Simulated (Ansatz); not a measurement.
## Does this entry for TaN lie near equilibrium?

The cell is a structure deposited in the COD.

```
Ta N
1.0
     3.05000    0.00000    0.00000
    -1.52500    2.64138    0.00000
     0.00000    0.00000    4.94000
Ta N
2 2
Direct
  0.33333 0.66667 0.00000
  0.66667 0.33333 0.50000
  0.33333 0.66667 0.38500
  0.66667 0.33333 0.88500
```

Atoms are numbered from 1 in the order listed; like atoms form one site, named after its first atom.

Computed with Ansatz: DFT, PBE, plane waves and PAW, scalar-relativistic, collinear spin, 420 eV cutoff, Γ-centred 11×11×6 k-points, Fermi–Dirac smearing 0.02 eV. Start moments as typed (μB): 2 on each Ta, none on the rest.

(1) Do the atoms and the cell lie near the calculated equilibrium?

Results:

(1) No. The largest force is 2.4 eV/Å, on atom 3 (N: 4 Ta at 1.85–1.90 Å; also 1 Ta at 3.04 Å), and the pressure is 137.1 GPa. Such values can come from a cell under pressure, imprecise or misplaced coordinates, missing atoms or a wrong setting of the space group; the run alone doesn't tell which, and gradients calculated on this entry can't be taken for those of the compound at ambient conditions.
